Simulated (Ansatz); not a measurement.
# Varying the input for CaSe

All trials start from this Ansatz input:

```yaml
crystal:
  lattice:
    - [0.0, 3.3, 3.3]
    - [3.3, 0.0, 3.3]
    - [3.3, 3.3, 0.0]
  atoms:
    - { symbol: Ca, position: [0.0, 0.0, 0.0] }
    - { symbol: Se, position: [0.75, 0.75, 0.75] }
basis:
  ecutwfc: 420
kpoints:
  mp_grid: { grid: [4, 4, 4] }
hamiltonian:
  xc: pbe
scf:
  occupations: { method: gaussian, width: 0.1 }
output:
  forces: true
  stress: true
  eigenvalues: true
```

Command:

```bash
ansatz run input.yaml --threads 1 --pin off --max-ram 1331MiB --backend cpu --events-out ev --progress --plain --runs-dir out
```

The run converges in 6 SCF iterations on 8 irreducible k-points: pressure -0.17 GPa, gap on the sampled k-points 3.15 eV.

The inputs are trials, many of them unsound on purpose. Their numbers show the effect of the settings and aren't properties of the material. Each trial's input is given as a difference from the reference's; energies are extrapolated to zero smearing where there is one, and pressure is positive in compression.

Trial 1:

```diff
 basis:
-  ecutwfc: 420
+  ecutwfc: 240
 scf:
+  lower_state_search: standard
```

The run converges in 6 SCF iterations on 8 irreducible k-points: energy 434 meV per atom above the reference, pressure -0.20 GPa (unreliable at so low a cutoff), gap on the sampled k-points 3.12 eV. It warns that the cutoff lies under the recommended one, 420 eV for these potentials.

Trial 2:

```diff
 basis:
-  ecutwfc: 420
+  ecutwfc: 500
 hamiltonian:
-  xc: pbe
+  xc: r2scan
```

The run converges in 6 SCF iterations on 8 irreducible k-points: pressure -0.63 GPa, gap on the sampled k-points 3.64 eV.

Trial 3 (volume scaled):

```diff
 crystal:
   lattice:
-    - [0.0, 3.3, 3.3]
-    - [3.3, 0.0, 3.3]
-    - [3.3, 3.3, 0.0]
+    - [0.0, 3.5453123343, 3.5453123343]
+    - [3.5453123343, 0.0, 3.5453123343]
+    - [3.5453123343, 3.5453123343, 0.0]
 scf:
+  mixing: { preconditioner: local_kerker, globalisation: backtrack }
+  max_iter: 67
```

The run converges in 6 SCF iterations on 8 irreducible k-points: energy 152 meV per atom above the reference, pressure -4.62 GPa, gap on the sampled k-points 2.53 eV.